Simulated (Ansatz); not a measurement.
# MoSe2: the cost of one run

Computed with Ansatz 0.2.0 (DFT PBEsol, scalar-relativistic, plane waves, PAW).

The COD entry's cell or inner coordinates are ideal or old and differ from later refinements, so a difference from it is no clean test against experiment.

2 further runs of the same task are left out: 2 set aside as unsound or not needed.

## Step 1: The starting structure

Symmetry: P6_3/mmc, No. 194, hexagonal system. The conventional cell has a = 3.277 Å, b = 3.277 Å, c = 12.732 Å, α = 90.00°, β = 90.00°, γ = 120.00°. Mo (site symmetry -6m2) is surrounded by 6 Se at 2.53 Å. Around Se (site symmetry 3m) lie 3 Mo at 2.53 Å.

As a file:

```xyz
6
Lattice="3.2767 0.0000 0.0000 -1.6384 2.8377 0.0000 0.0000 0.0000 12.7315" Properties=species:S:1:pos:R:3 pbc="T T T"
Mo    0.0000    1.8918    3.1829
Mo    1.6384    0.9459    9.5486
Se    0.0000    1.8918    7.8744
Se    1.6384    0.9459    1.5086
Se    0.0000    1.8918   11.2229
Se    1.6384    0.9459    4.8571
```

This cell was relaxed beforehand with the same method: volume 19.73 Å³/atom, gap on the mesh 0.85 eV.

## Step 2: The cell under PBEsol

File input.yaml:

```yaml
crystal:
  lattice:
    - [3.2767014332, 0.0, 0.0]
    - [-1.6383507166, 2.8377066817, 0.0]
    - [0.0, 0.0, 12.7315167689]
  atoms:
    - { symbol: Mo, position: [0.3333333333, 0.6666666667, 0.25] }
    - { symbol: Mo, position: [0.6666666667, 0.3333333333, 0.75] }
    - { symbol: Se, position: [0.3333333333, 0.6666666667, 0.6184947763] }
    - { symbol: Se, position: [0.6666666667, 0.3333333333, 0.1184947763] }
    - { symbol: Se, position: [0.3333333333, 0.6666666667, 0.8815052237] }
    - { symbol: Se, position: [0.6666666667, 0.3333333333, 0.3815052237] }
basis:
  ecutwfc: 420
kpoints:
  mp_grid: { grid: [9, 9, 2] }
hamiltonian:
  xc: pbesol
scf:
  occupations: { method: gaussian, width: 0.02 }
output:
  forces: true
  stress: true
  eigenvalues: true
relax:
  adjacent_minimum: "off"
  f_tol: 0.005
  max_steps: 50
  cell: { stress_tol: 0.05 }
```

The run is started by

```sh
$ ansatz run input.yaml --threads 2 --pin off --max-ram 5120MiB --backend cpu --events-out ev --progress --plain --runs-dir out
```

What time and memory should one allow on 2 threads of Intel Xeon at 2.50GHz (Skylake/Cascade Lake), shared host?

About 66 s, with a peak of 0.52 GiB.
